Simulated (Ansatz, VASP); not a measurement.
## AlN: VASP beside Ansatz

```
Al N
1.0
     3.04749    0.00000    0.00000
    -1.52375    2.63921    0.00000
     0.00000    0.00000    4.87638
Al N
2 2
Direct
  0.33333 0.66667 0.00000
  0.66667 0.33333 0.50000
  0.33333 0.66667 0.38500
  0.66667 0.33333 0.88500
```

Change from the starting cell: volume scaled by 0.94.

Alike in both runs: task single point; functional PBEsol; k mesh 10 × 10 × 6; occupations fermi-dirac, width 0.03 eV; no spin polarisation.

```csv
,VASP,Ansatz
version,VASP 6.6.1,Ansatz 0.2.0
potentials or method,"VASP PAW PBE potentials, release 64 (Al, N), cutoff 520 eV","all-electron LAPW, scalar-relativistic"
```

VASP gave:

- gap on the k mesh at the Fermi level (eV): 4.64
- pressure (GPa): 14.8
- largest component of the traceless stress (GPa): 2.54
- rms of the force components (eV/Å): 0.105

Task: Which values does Ansatz return?

Result: gap on the k mesh at the Fermi level (eV): 4.63; pressure (GPa): 14.6; largest component of the traceless stress (GPa): 2.49; rms of the force components (eV/Å): 0.104.

Atom by atom the forces differ by 0.000 eV/Å (rms over components). Ansatz ran all-electron here, so the differences hold the error of VASP's frozen core and of both bases.

Caveats: the PAW data sets were made with another functional, which shifts forces and pressure a little (VASP). A k mesh can miss the band edges.
